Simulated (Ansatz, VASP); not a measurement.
**One calculation of Ir, two programs**

File INCAR:

```
SYSTEM = Ir
PREC = Accurate
ENCUT = 520
EDIFF = 1E-6
ISMEAR = 0
SIGMA = 0.15
LREAL = .FALSE.
LASPH = .TRUE.
NELM = 100
ALGO = Fast
ISIF = 2
LWAVE = .FALSE.
LCHARG = .FALSE.
GGA = PS
NBANDS = 16
```

KPOINTS

```
regular mesh
0
G
  24 24 12
  0 0 0
```

The input POSCAR:

```
Ir
1.0
    2.8289219662      0.0000000000      0.0000000000
   -1.4144609831      2.4499182881      0.0000000000
    0.0000000000      0.0000000000      4.2210096285
Ir
2
Direct
    0.6666666667      0.3333333333      0.7500000000
    0.3333333333      0.6666666667      0.2500000000
```

Input for Ansatz:

```yaml
crystal:
  lattice:
    - [2.8289219662, 0.0, 0.0]
    - [-1.4144609831, 2.4499182881, 0.0]
    - [0.0, 0.0, 4.2210096285]
  atoms:
    - { symbol: Ir, position: [0.6666666667, 0.3333333333, 0.75] }
    - { symbol: Ir, position: [0.3333333333, 0.6666666667, 0.25] }
basis:
  ecutwfc: 420
kpoints:
  mp_grid: { grid: [24, 24, 12] }
hamiltonian:
  xc: pbesol
scf:
  occupations: { method: gaussian, width: 0.15 }
output:
  forces: true
  stress: true
  eigenvalues: true
```

Alike in both runs: task single point; functional PBEsol; k mesh 24 × 24 × 12; occupations gaussian, width 0.15 eV; no spin polarisation.

```csv
,VASP,Ansatz
version,VASP 6.6.1,Ansatz 0.2.0
potentials or method,"VASP PAW PBE potentials, release 64 (Ir)","scalar-relativistic, plane waves, PAW"
plane-wave cutoff (eV),520,420
valence electrons in the cell,18,34
```

```tsv
	VASP	Ansatz	Ansatz less VASP
gap on the k mesh at the Fermi level (eV)	none	none	-
pressure (GPa)	-8.5	-9.3	-0.74
largest component of the traceless stress (GPa)	16.01	15.92	-0.088
```

A gap of «none» marks a metal or a gap that the smearing closes. With one functional, cell and mesh, what is left measures potentials, basis and numerics. The two sets of potentials don't hold the same shells in valence.

Caveats: the PAW data sets were made with another functional, which shifts forces and pressure a little (VASP). The runs have no spin-orbit coupling, so splittings on Ir are missing.
